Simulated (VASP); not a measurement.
Here is a VASP 6.6.1 calculation.

File POSCAR:

```
MgS
1.0
    4.0346224068      0.0000000000      0.0000000000
   -2.0173112034      3.4940854990      0.0000000000
    0.0000000000      0.0000000000      6.4322941800
S Mg
2 2
Direct
    0.6666666667      0.3333333333      0.8792441500
    0.3333333333      0.6666666667      0.3792441500
    0.3333333333      0.6666666667      0.9957548500
    0.6666666667      0.3333333333      0.4957548500
```

INCAR.step1

```
ALGO = Normal
EDIFF = 1E-5
ENCUT = 520
GGA = PE
ISIF = 2
ISMEAR = -1
LASPH = True
LCHARG = False
LREAL = False
LWAVE = True
NELM = 80
PREC = Accurate
SIGMA = 0.05
```

File INCAR.step2:

```
AEXX = 0.25
ALGO = Normal
EDIFF = 1E-7
ENCUT = 520
GGA = PE
HFSCREEN = 0.4
ISIF = 2
ISMEAR = -1
ISTART = 1
LASPH = True
LCHARG = False
LHFCALC = True
LREAL = False
LWAVE = False
NELM = 80
PREC = Accurate
PRECFOCK = Fast
SIGMA = 0.05
```

The input KPOINTS:

```
k-points
0
Gamma
  4 4 2
```

Potentials or basis: VASP PAW PBE potentials, release 64 (S, Mg).

Run with:

```console
$ cat potpaw_PBE.64/S/POTCAR potpaw_PBE.64/Mg/POTCAR > POTCAR
$ cp INCAR.step1 INCAR
$ mpirun -np 1 vasp_std > vasp.out
$ cp INCAR.step2 INCAR
$ mpirun -np 1 vasp_std > vasp.out
```

(1) Estimate the largest force.

(2) Predict the pressure.

(3) Estimate the band gap on the k mesh.

## Answers

(1) 0.051 eV/Å.

(2) 0.1 GPa.

(3) 4.10 eV, direct.

Caveat: the k mesh is coarse (spacing up to 0.49 Å⁻¹), so the values aren't converged, least of all with exact exchange; the PAW data sets were made with another functional, which shifts forces and pressure a little.
